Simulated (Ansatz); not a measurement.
**HgTe: under pressure**

The task here is to estimate one member of a computed series from the others.

Program: Ansatz 0.2.0. Level of theory: DFT r2SCAN, scalar-relativistic, plane waves, PAW. These are calculated values, not measurements.

## Starting point

Symmetry: F-43m, No. 216, cubic system. The conventional cell has a = 6.580 Å, b = 6.580 Å, c = 6.580 Å, α = 90.00°, β = 90.00°, γ = 90.00°. Hg (site symmetry -43m) has 4 Te at 2.85 Å as nearest neighbours. Te (site symmetry -43m) is surrounded by 4 Hg at 2.85 Å.

Structure file:

```cif
data_structure
_symmetry_space_group_name_H-M 'P 1'
_symmetry_Int_Tables_number 1
_cell_length_a 4.6527
_cell_length_b 4.6527
_cell_length_c 4.6527
_cell_angle_alpha 60.000
_cell_angle_beta 60.000
_cell_angle_gamma 60.000
_cell_volume 71.22
loop_
_atom_site_label
_atom_site_type_symbol
_atom_site_fract_x
_atom_site_fract_y
_atom_site_fract_z
_atom_site_occupancy
Hg1 Hg 0.00000 0.00000 0.00000 1
Te1 Te 0.25000 0.25000 0.25000 1
```

The structure comes from the Materials Project (structure only).

The first run:

(A quick probe on a coarse mesh, which set the mesh and smearing, is not shown.)

The input, input.yaml:

```yaml
crystal:
  lattice:
    - [0.0, 3.2899842045, 3.2899842045]
    - [3.2899842045, 0.0, 3.2899842045]
    - [3.2899842045, 3.2899842045, 0.0]
  atoms:
    - { symbol: Hg, position: [0.0, 0.0, 0.0] }
    - { symbol: Te, position: [0.25, 0.25, 0.25] }
basis:
  ecutwfc: 500
kpoints:
  mp_grid: { grid: [12, 12, 12] }
hamiltonian:
  xc: r2scan
scf:
  occupations: { method: gaussian, width: 0.1 }
output:
  forces: true
  stress: true
  eigenvalues: true
relax:
  adjacent_minimum: "off"
  f_tol: 0.005
  max_steps: 80
  cell: { stress_tol: 0.05 }
```

The run is started by

```bash
> ansatz run input.yaml --threads 1 --pin off --max-ram 2560MiB --backend cpu --events-out ev --progress --plain --runs-dir out
```

Steps of the session up to this table: The relaxation; Target pressure -2 GPa; Relaxing at 2 GPa; Relaxing at 5 GPa; Relaxing at 10 GPa; Target pressure 20 GPa; The gap over the whole zone at 20 GPa; Target pressure 40 GPa; Seeking the band edges at 40 GPa.

One of the session's tables, all rows but one given; the rest of the session is left out.

It belongs to the step «Volume, cell and gap against pressure». Lengths are those of the vectors of the cell that was run:

```
P (GPa)  V (Å³/atom)  a (Å)  b (Å)  c (Å)  ΔH (eV/atom)
     -2        37.62  4.739  4.739  4.739        -0.455
      0        35.49  4.648  4.648  4.648         0.000
      2        33.98  4.581  4.581  4.581         0.433
      5        32.20  4.499  4.499  4.499         1.051
     10        30.12  4.400  4.400  4.400         2.022
     20            ?      ?      ?      ?             ?
     40        24.25  4.093  4.093  4.093         7.014
```

Q: Estimate the row for P (GPa) = 20 from the others.

Worked estimate for «V (Å³/atom)». A straight line through the neighbours (10, 30.12) and (40, 24.25) gives 30.12 + (24.25 − 30.12) × (20 − 10) / (40 − 10) = 28.16; a parabola fitted to 3 rows on both sides gives 26.90.

**Answer.** V (Å³/atom): 27.40; a (Å): 4.263; b (Å): 4.263; c (Å): 4.263; ΔH (eV/atom): 3.810. In «V (Å³/atom)» the line misses by +0.76 and the parabola by -0.50.

ΔH is E + PV over the energy at zero pressure; a, b and c are the vectors of the computed cell.

Limits of these values: Other structures may take over in this range; these runs cannot find them.
